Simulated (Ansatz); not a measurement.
# Si: the cost of one run

Program: Ansatz 0.2.0. Level of theory: DFT PBE, scalar-relativistic, plane waves, PAW. These are calculated values, not measurements.

8 further runs of the same task are left out: 8 set aside as unsound or not needed.

### 1 The structure to begin with

The structure is cubic, space group Fd-3m (No. 227). The conventional cell has a = 5.470 Å, b = 5.470 Å, c = 5.470 Å, α = 90.00°, β = 90.00°, γ = 90.00°. Around Si (site symmetry -43m) lie 4 Si at 2.37 Å.

As a file:

```cif
data_structure
_symmetry_space_group_name_H-M 'P 1'
_symmetry_Int_Tables_number 1
_cell_length_a 3.8677
_cell_length_b 3.8677
_cell_length_c 3.8677
_cell_angle_alpha 60.000
_cell_angle_beta 60.000
_cell_angle_gamma 60.000
_cell_volume 40.91
loop_
_atom_site_label
_atom_site_type_symbol
_atom_site_fract_x
_atom_site_fract_y
_atom_site_fract_z
_atom_site_occupancy
Si1 Si 0.50000 0.50000 0.50000 1
Si2 Si 0.75000 0.75000 0.75000 1
```

It is the result of an earlier relaxation at this level (volume 20.46 Å³/atom; gap on the mesh: 0.62 eV).

### 2 Plan of the line

The energy is mapped over two homogeneous strains (x along [1 0 0], y along [0 1 0], z along [0 0 1] of the conventional cell).

First coordinate, strain +e along x and -e along y: 9 values from −11.00 %. Second coordinate, strain +e along z and -e/2 along x and y: 9 values from −7.00 %.

Nothing else is relaxed (symmetry fixes all fractional coordinates). Energies count from the relaxed crystal. Points are written as (first, second).

### 3 Grid point (−11.00 %, −3.50 %)

input.yaml reads:

```yaml
crystal:
  lattice:
    - [0.0, 3.0835785423, 2.6391603488]
    - [2.4819046804, 0.0, 2.6391603488]
    - [2.4819046804, 3.0835785423, 0.0]
  atoms:
    - { symbol: Si, position: [0.5, 0.5, 0.5] }
    - { symbol: Si, position: [0.75, 0.75, 0.75] }
basis:
  ecutwfc: 420
kpoints:
  mp_grid: { grid: [8, 8, 8] }
hamiltonian:
  xc: pbe
scf:
  occupations: { method: gaussian, width: 0.05 }
output:
  forces: true
  stress: true
  eigenvalues: true
```

Started as:

```sh
ansatz run input.yaml --threads 1 --pin off --max-ram 2048MiB --backend cpu --events-out ev --progress --plain --runs-dir out
```

Q: Estimate wall time and peak memory on 1 thread of Intel Xeon Platinum 8488C (Sapphire Rapids), shared host.

About 1.3 s, with a peak of 0.38 GiB.
